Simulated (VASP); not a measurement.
# Ba (Pm-3m) in VASP: a series of runs

One crystal, Ba, is run at these levels: PBE; tasks: single point.

All numbers are computed with VASP 6.6.1; they aren't measurements. Logs are shortened: lines on timing, memory, paths and dates and some standing lists are left out, and cuts for length are marked.

## 1. The structure

It takes space group Pm-3m (No. 221, cubic). The conventional cell has a = 3.918 Å, b = 3.918 Å, c = 3.918 Å, α = 90.00°, β = 90.00°, γ = 90.00°. Ba (site symmetry m-3m) is surrounded by 6 Ba at 3.92 Å.

This isn't the form of Ba at room conditions, which is bcc.

## 2. Single point, PBE

Input file INCAR:

```
PREC = Accurate
ENCUT = 550
EDIFF = 1E-4
ISMEAR = 1
SIGMA = 0.2
LREAL = F
LASPH = T
NELM = 100
ALGO = Normal
ISIF = 2
LWAVE = F
LCHARG = F
GGA = PE
ADDGRID = F
```

Input file KPOINTS:

```
regular mesh
0
Gamma
  14 14 14
```

Input file POSCAR:

```
Ba
1.0
    3.9784390000     -0.0454340000      0.0410850000
   -0.0454340000      3.9110040000      0.0402290000
    0.0410850000      0.0402290000      3.8659060000
Ba
1
Direct
   -0.0007550000      0.0095990000     -0.0077320000
```

Potentials or basis: VASP PAW PBE potentials, release 64 (Ba_sv).

Command:

```console
$ cat potpaw_PBE.64/Ba_sv/POTCAR > POTCAR
$ mpirun -np 1 vasp_std > vasp.out
```

OUTCAR:

```text
PREC = Accurate
   ENCUT = 550
   EDIFF = 1E-4
   ISMEAR = 1
   LREAL = F
   LASPH = T
   NELM = 100
   ISIF = 2
   GGA = PE

 Found   1376 irreducible k-points:

 Following reciprocal coordinates:
            Coordinates               Weight
  0.000000  0.000000  0.000000      1.000000
  0.071429  0.000000 -0.000000      2.000000
  0.142857 -0.000000 -0.000000      2.000000
  0.214286 -0.000000 -0.000000      2.000000
  0.285714 -0.000000 -0.000000      2.000000
  0.357143 -0.000000  0.000000      2.000000
   k-points           NKPTS =   1376   k-points in BZ     NKDIM =   1376   number of bands    NBANDS=      9
   number of dos      NEDOS =    301   number of ions     NIONS =      1
   total plane-waves  NPLWV =  27000
   dimension x,y,z NGX =    30 NGY =   30 NGZ =   30
   dimension x,y,z NGXF=    60 NGYF=   60 NGZF=   60
   ions per type =               1
   NGX,Y,Z   is equivalent  to a cutoff of  12.53, 12.75, 12.90 a.u.
   NGXF,Y,Z  is equivalent  to a cutoff of  25.07, 25.50, 25.80 a.u.
 SYSTEM =  unknown system
   PREC   = accura    normal or accurate (medium, high low for compatibility)
   ISTART =      0    job   : 0-new  1-cont  2-samecut
   ICHARG =      2    charge: 1-file 2-atom 10-const
   ISPIN  =      1    spin polarized calculation?
   LNONCOLLINEAR =      F non collinear calculations
   LSORBIT =      F    spin-orbit coupling
   LASPH  =      T    aspherical Exc in radial PAW
   ENCUT  =  550.0 eV  40.42 Ry    6.36 a.u.   7.61  7.48  7.39*2*pi/ulx,y,z
   NELM   =    100;   NELMIN=  2; NELMDL= -5     # of ELM steps
   EDIFF  = 0.1E-03   stopping-criterion for ELM
   LREAL  =      F    real-space projection
   EDIFFG = 0.1E-02   stopping-criterion for IOM
   NSW    =      0    number of steps for IOM
   IBRION =     -1    ionic relax: 0-MD 1-quasi-New 2-CG
   NFREE  =      0    steps in history (QN), initial steepest desc. (CG)
   ISIF   =      2    stress and relaxation
   ISYM   =      2    0-nonsym 1-usesym 2-fastsym
   POTIM  = 0.5000    time-step for ionic-motion
   TEBEG  =    0.0;   TEEND  =   0.0 temperature during run
   PSTRESS=    0.0 pullay stress
   NELECT =      10.0000    total number of electrons
   NUPDOWN=      -1.0000    fix difference up-down
   EMIN   =  10.00;   EMAX   =-10.00  energy-range for DOS
   EFERMI =   0.00;   METHOD = LEGACY
   ISMEAR =     1;   SIGMA  =   0.20  broadening in eV -4-tet -1-fermi 0-gaus
   EFERMI_NEDOS =   21; number of points for ismear=-14 and -15
   IALGO  =     38    algorithm
   IMIX   =      4    mixing-type and parameters
     AMIX     =   0.40;   BMIX     =  1.00
     AMIX_MAG =   1.60;   BMIX_MAG =  1.00
  volume/ion in A,a.u.               =      60.13       405.78
  Fermi-wavevector in a.u.,A,eV,Ry     =   0.900275  1.701272 11.027447  0.810495
  Thomas-Fermi vector in A             =   2.023212
   LORBIT       =      0    0 simple, 1 ext, 2 COOP (PROOUT), +10 PAW based schemes
   GGA     = PE    functional components
   LHFCALC =     F    Hartree Fock is set to
   AEXX    =    0.0000 exact exchange contribution
   IVDW    =     0    specifies the selected vdW correction
   LEPSILON=     F    determine dielectric tensor
   LRPA    =     F    only Hartree local field effects (RPA)
 non-spin polarized calculation
 Methfessel and Paxton  Order N= 1 SIGMA  =   0.20
  energy-cutoff  :      550.00
  volume of cell :       60.13
 maximum number of plane-waves:      1784
   NGX = 15   NGY = 15   NGZ = 15

 number of electron      10.0000000 magnetization

 number of electron       9.9999999 magnetization

 Free energy of the ion-electron system (eV)
  ---------------------------------------------------
  ext. energy  EPLUGINS =         0.00000000
  ---------------------------------------------------
  free energy    TOTEN  =        -1.59387336 eV

  energy without entropy =       -1.60075778  energy(sigma->0) =       -1.59616816

 E-fermi :   1.7207     XC(G=0):  -7.5432

 val. band max:        1.6974905009   @ k =   0.2143   0.5000   0.1429
 cond. band min:       1.7252350177   @ k =   0.4286   0.4286   0.4286
 fundamental gap:      0.0277445168
 Fermi energy:         1.7207042319

 k-point     1 :       0.0000    0.0000    0.0000
  band No.  band energies     occupation
      1     -27.4107      2.00000
      2     -12.2620      2.00000
      3     -12.2182      2.00000
      4     -12.1858      2.00000
      5      -0.8509      2.00000
      6       1.7588      0.68405
      7       1.7673      0.61766
      8       6.6051      0.00000
      9       6.7745      0.00000

 k-point     2 :       0.0714    0.0000   -0.0000
  band No.  band energies     occupation
      1     -27.4080      2.00000
      2     -12.2982      2.00000
      3     -12.2154      2.00000
      4     -12.1829      2.00000
      5      -0.7742      2.00000
      6       1.7816      0.51042
      7       1.8405      0.16087
      8       6.4063      0.00000
      9       6.5100      0.00000

 k-point     3 :       0.1429   -0.0000   -0.0000
  band No.  band energies     occupation
      1     -27.4005      2.00000
      2     -12.3980      2.00000
      3     -12.2071      2.00000
      4     -12.1746      2.00000
      5      -0.5593      2.00000
      6       1.8455      0.13893
      7       2.0485     -0.04253
      8       5.9717      0.00000
      9       6.0763      0.00000

 k-point     4 :       0.2143   -0.0000   -0.0000
  band No.  band energies     occupation
      1     -27.3897      2.00000
      2     -12.5375      2.00000
      3     -12.1949      2.00000
      4     -12.1627      2.00000
      5      -0.2436      2.00000
      6       1.9424     -0.06605
      7       2.3381     -0.00011
      8       5.4935     -0.00000
      9       5.6049     -0.00000

 k-point     5 :       0.2857   -0.0000   -0.0000
  band No.  band energies     occupation
      1     -27.3775      2.00000
      2     -12.6863      2.00000
      3     -12.1814      2.00000
      4     -12.1493      2.00000
      5       0.1284      2.00000
      6       2.0569     -0.03876
      7       2.5932     -0.00000
      8       5.0708     -0.00000
      9       5.1856     -0.00000

 k-point     6 :       0.3571   -0.0000    0.0000
  band No.  band energies     occupation
      1     -27.3666      2.00000
      2     -12.8155      2.00000
      3     -12.1691      2.00000
      4     -12.1372      2.00000
      5       0.5114      2.00000
      6       2.1675     -0.00699
      7       2.6764     -0.00000
      8       4.7472     -0.00000
      9       4.8642     -0.00000

 [... further k-points ...]

------------------------ aborting loop because EDIFF is reached ----------------------------------------

  FORCE on cell =-STRESS in cart. coord.  units (eV):
  Direction    XX          YY          ZZ          XY          YZ          ZX
  --------------------------------------------------------------------------------------
  -------------------------------------------------------------------------------------
  Total       -0.0677587      0.1315689      0.2820547     -0.0495007      0.0397380      0.0434909
  in kB       -1.8054113      3.5056178      7.5152694     -1.3189323      1.0588087      1.1588043
  external PRESSURE =       3.0718253 kB  Pullay stress =       0.0000000 kB

 VOLUME and BASIS-vectors are now :
 -----------------------------------------------------------------------------
  energy-cutoff  :      550.00
  volume of cell :       60.13
      direct lattice vectors                 reciprocal lattice vectors
     3.978439000 -0.045434000  0.041085000     0.251416447  0.002948496 -0.002702616
    -0.045434000  3.911004000  0.040229000     0.002948496  0.255750771 -0.002692703
     0.041085000  0.040229000  3.865906000    -0.002702616 -0.002692703  0.258728319

 POSITION                                       TOTAL-FORCE (eV/Angst)
 -----------------------------------------------------------------------------------
      4.01577      0.03206      3.87745         0.000000     -0.000000      0.000000
 -----------------------------------------------------------------------------------
    total drift:                               -0.000001     -0.000000      0.000001

  FREE ENERGIE OF THE ION-ELECTRON SYSTEM (eV)
  ---------------------------------------------------
  free  energy   TOTEN  =        -1.5938733554 eV

  energy  without entropy=       -1.6007577752  energy(sigma->0) =       -1.59616816
```

Wall time 5.9 min (1 thread of Intel Xeon Platinum 8259CL at 2.50GHz (Skylake/Cascade Lake), shared host); peak memory 0.9 GiB.

These settings aren't checked as converged: the numbers below hold their error.

Results:

```
Free energy            : -1.5939 eV
Pressure               : 0.3 GPa
Band gap on the k mesh : none (metal or under the smearing width)
```

## 3. Single point, PBE

INCAR: that of step 2 with these lines changed.

```diff
@@ -2,5 +2,5 @@
 ENCUT = 550
-EDIFF = 1E-4
+EDIFF = 1E-6
 ISMEAR = 1
-SIGMA = 0.2
+SIGMA = 0.1
 LREAL = F
```

KPOINTS is that of step 2.

Input file POSCAR:

```
Ba
1.0
    3.9177175405      0.0000000000      0.0000000000
    0.0000000000      3.9177175405      0.0000000000
    0.0000000000      0.0000000000      3.9177175405
Ba
1
Direct
    0.0000000000      0.0000000000      0.0000000000
```

Potentials or basis: VASP PAW PBE potentials, release 64 (Ba_sv).

Command:

```console
$ cat potpaw_PBE.64/Ba_sv/POTCAR > POTCAR
$ mpirun -np 1 vasp_std > vasp.out
```

OUTCAR:

```text
PREC = Accurate
   ENCUT = 550
   EDIFF = 1E-6
   ISMEAR = 1
   LREAL = F
   LASPH = T
   NELM = 100
   ISIF = 2
   GGA = PE

 Found    120 irreducible k-points:

 Following reciprocal coordinates:
            Coordinates               Weight
  0.000000  0.000000  0.000000      1.000000
  0.071429  0.000000  0.000000      6.000000
  0.142857  0.000000  0.000000      6.000000
  0.214286  0.000000  0.000000      6.000000
  0.285714  0.000000  0.000000      6.000000
  0.357143  0.000000  0.000000      6.000000
   k-points           NKPTS =    120   k-points in BZ     NKDIM =    120   number of bands    NBANDS=      9
   number of dos      NEDOS =    301   number of ions     NIONS =      1
   total plane-waves  NPLWV =  27000
   dimension x,y,z NGX =    30 NGY =   30 NGZ =   30
   dimension x,y,z NGXF=    60 NGYF=   60 NGZF=   60
   ions per type =               1
   NGX,Y,Z   is equivalent  to a cutoff of  12.73, 12.73, 12.73 a.u.
   NGXF,Y,Z  is equivalent  to a cutoff of  25.46, 25.46, 25.46 a.u.
 SYSTEM =  unknown system
   PREC   = accura    normal or accurate (medium, high low for compatibility)
   ISTART =      0    job   : 0-new  1-cont  2-samecut
   ICHARG =      2    charge: 1-file 2-atom 10-const
   ISPIN  =      1    spin polarized calculation?
   LNONCOLLINEAR =      F non collinear calculations
   LSORBIT =      F    spin-orbit coupling
   LASPH  =      T    aspherical Exc in radial PAW
   ENCUT  =  550.0 eV  40.42 Ry    6.36 a.u.   7.49  7.49  7.49*2*pi/ulx,y,z
   NELM   =    100;   NELMIN=  2; NELMDL= -5     # of ELM steps
   EDIFF  = 0.1E-05   stopping-criterion for ELM
   LREAL  =      F    real-space projection
   EDIFFG = 0.1E-04   stopping-criterion for IOM
   NSW    =      0    number of steps for IOM
   IBRION =     -1    ionic relax: 0-MD 1-quasi-New 2-CG
   NFREE  =      0    steps in history (QN), initial steepest desc. (CG)
   ISIF   =      2    stress and relaxation
   ISYM   =      2    0-nonsym 1-usesym 2-fastsym
   POTIM  = 0.5000    time-step for ionic-motion
   TEBEG  =    0.0;   TEEND  =   0.0 temperature during run
   PSTRESS=    0.0 pullay stress
   NELECT =      10.0000    total number of electrons
   NUPDOWN=      -1.0000    fix difference up-down
   EMIN   =  10.00;   EMAX   =-10.00  energy-range for DOS
   EFERMI =   0.00;   METHOD = LEGACY
   ISMEAR =     1;   SIGMA  =   0.10  broadening in eV -4-tet -1-fermi 0-gaus
   EFERMI_NEDOS =   21; number of points for ismear=-14 and -15
   IALGO  =     38    algorithm
   IMIX   =      4    mixing-type and parameters
     AMIX     =   0.40;   BMIX     =  1.00
     AMIX_MAG =   1.60;   BMIX_MAG =  1.00
  volume/ion in A,a.u.               =      60.13       405.78
  Fermi-wavevector in a.u.,A,eV,Ry     =   0.900275  1.701272 11.027448  0.810495
  Thomas-Fermi vector in A             =   2.023212
   LORBIT       =      0    0 simple, 1 ext, 2 COOP (PROOUT), +10 PAW based schemes
   GGA     = PE    functional components
   LHFCALC =     F    Hartree Fock is set to
   AEXX    =    0.0000 exact exchange contribution
   IVDW    =     0    specifies the selected vdW correction
   LEPSILON=     F    determine dielectric tensor
   LRPA    =     F    only Hartree local field effects (RPA)
 non-spin polarized calculation
 Methfessel and Paxton  Order N= 1 SIGMA  =   0.10
  energy-cutoff  :      550.00
  volume of cell :       60.13
 maximum number of plane-waves:      1791
 NGX is ok and might be reduce to    30
   NGX = 15   NGY = 15   NGZ = 15

 number of electron      10.0000001 magnetization

 Free energy of the ion-electron system (eV)
  ---------------------------------------------------
  ext. energy  EPLUGINS =         0.00000000
  ---------------------------------------------------
  free energy    TOTEN  =        -1.59657015 eV

  energy without entropy =       -1.59678772  energy(sigma->0) =       -1.59664268

 E-fermi :   1.7323     XC(G=0):  -7.5436

 val. band max:        1.7108342227   @ k =   0.5000   0.2143   0.0000
 cond. band min:       1.7448864472   @ k =   0.5000   0.5000   0.4286
 fundamental gap:      0.0340522245
 Fermi energy:         1.7323167721

 k-point     1 :       0.0000    0.0000    0.0000
  band No.  band energies     occupation
      1     -27.4117      2.00000
      2     -12.2246      2.00000
      3     -12.2246      2.00000
      4     -12.2246      2.00000
      5      -0.8505      2.00000
      6       1.7598      0.55361
      7       1.7598      0.55361
      8       6.7004      0.00000
      9       6.7004      0.00000

 k-point     2 :       0.0714    0.0000    0.0000
  band No.  band energies     occupation
      1     -27.4085      2.00000
      2     -12.2659      2.00000
      3     -12.2211      2.00000
      4     -12.2211      2.00000
      5      -0.7709      2.00000
      6       1.7844      0.23723
      7       1.8431     -0.06599
      8       6.4844      0.00000
      9       6.4850      0.00000

 k-point     3 :       0.1429    0.0000    0.0000
  band No.  band energies     occupation
      1     -27.3996      2.00000
      2     -12.3794      2.00000
      3     -12.2112      2.00000
      4     -12.2112      2.00000
      5      -0.5486      2.00000
      6       1.8553     -0.07091
      7       2.0788     -0.00001
      8       6.0085      0.00000
      9       6.0085      0.00000

 k-point     4 :       0.2143    0.0000    0.0000
  band No.  band energies     occupation
      1     -27.3867      2.00000
      2     -12.5373      2.00000
      3     -12.1970      2.00000
      4     -12.1970      2.00000
      5      -0.2237      2.00000
      6       1.9634     -0.00518
      7       2.4086     -0.00000
      8       5.4898      0.00000
      9       5.4898      0.00000

 k-point     5 :       0.2857    0.0000    0.0000
  band No.  band energies     occupation
      1     -27.3723      2.00000
      2     -12.7052      2.00000
      3     -12.1811      2.00000
      4     -12.1811      2.00000
      5       0.1592      2.00000
      6       2.0923     -0.00000
      7       2.6985     -0.00000
      8       5.0327      0.00000
      9       5.0327      0.00000

 k-point     6 :       0.3571    0.0000    0.0000
  band No.  band energies     occupation
      1     -27.3592      2.00000
      2     -12.8504      2.00000
      3     -12.1666      2.00000
      4     -12.1666      2.00000
      5       0.5566      2.00000
      6       2.2183     -0.00000
      7       2.7860     -0.00000
      8       4.6839      0.00000
      9       4.6839      0.00000

 [... further k-points ...]
[... 5 lines left out ...]
  --------------------------------------------------------------------------------------
  -------------------------------------------------------------------------------------
  Total        0.1132758      0.1132758      0.1132758      0.0000000      0.0000000     -0.0000000
  in kB        3.0182021      3.0182021      3.0182021      0.0000000      0.0000000     -0.0000000
  external PRESSURE =       3.0182021 kB  Pullay stress =       0.0000000 kB

 VOLUME and BASIS-vectors are now :
 -----------------------------------------------------------------------------
  energy-cutoff  :      550.00
  volume of cell :       60.13
      direct lattice vectors                 reciprocal lattice vectors
     3.917717540  0.000000000  0.000000000     0.255250663  0.000000000  0.000000000
     0.000000000  3.917717540  0.000000000     0.000000000  0.255250663  0.000000000
     0.000000000  0.000000000  3.917717540     0.000000000  0.000000000  0.255250663

 POSITION                                       TOTAL-FORCE (eV/Angst)
 -----------------------------------------------------------------------------------
      0.00000      0.00000      0.00000         0.000000      0.000000      0.000000
 -----------------------------------------------------------------------------------
    total drift:                                0.000000      0.000000     -0.000000

  FREE ENERGIE OF THE ION-ELECTRON SYSTEM (eV)
  ---------------------------------------------------
  free  energy   TOTEN  =        -1.5965701521 eV

  energy  without entropy=       -1.5967877240  energy(sigma->0) =       -1.59664268
```

OSZICAR:

```text
N       E                     dE             d eps       ncg     rms          rms(c)
DAV:   1     0.607849999793E+02    0.60785E+02   -0.44239E+03  2160   0.953E+02
DAV:   2     0.961225094657E+00   -0.59824E+02   -0.58912E+02  2628   0.154E+02
DAV:   3    -0.152800288464E+01   -0.24892E+01   -0.24791E+01  2653   0.371E+01
DAV:   4    -0.159699269417E+01   -0.68990E-01   -0.68861E-01  3320   0.512E+00
DAV:   5    -0.159782622748E+01   -0.83353E-03   -0.83351E-03  2979   0.363E-01    0.195E+00
DAV:   6    -0.159603567703E+01    0.17906E-02   -0.75557E-03  2784   0.862E-01    0.114E+00
DAV:   7    -0.159621659111E+01   -0.18091E-03   -0.18234E-02  2628   0.140E+00    0.750E-02
DAV:   8    -0.159656819922E+01   -0.35161E-03   -0.63000E-04  3039   0.226E-01    0.160E-02
DAV:   9    -0.159657233609E+01   -0.41369E-05   -0.17136E-05  3232   0.311E-02    0.406E-03
DAV:  10    -0.159657024338E+01    0.20927E-05   -0.17621E-06  2987   0.132E-02    0.999E-04
DAV:  11    -0.159657015207E+01    0.91315E-07   -0.30280E-08  1514   0.192E-03
   1 F= -.15965702E+01 E0= -.15966427E+01  d E =0.217572E-03
```

stdout:

```text
POSCAR found type information on POSCAR Ba
 POSCAR found :  1 types and       1 ions
 scaLAPACK will be used
 LDA part: xc-table for (Slater+PW92), standard interpolation
 POSCAR, INCAR and KPOINTS ok, starting setup
 FFT: planning ... GRIDC
 FFT: planning ... GRID_SOFT
 FFT: planning ... GRID
 WAVECAR not read
 entering main loop
```

Wall time 47 s (1 thread of Intel Xeon Platinum 8259CL at 2.50GHz (Skylake/Cascade Lake), shared host); peak memory 0.22 GiB.

These settings aren't checked as converged: the numbers below hold their error.

Results:

```
Free energy            : -1.5966 eV
Pressure               : 0.3 GPa
Band gap on the k mesh : none (metal or under the smearing width)
```
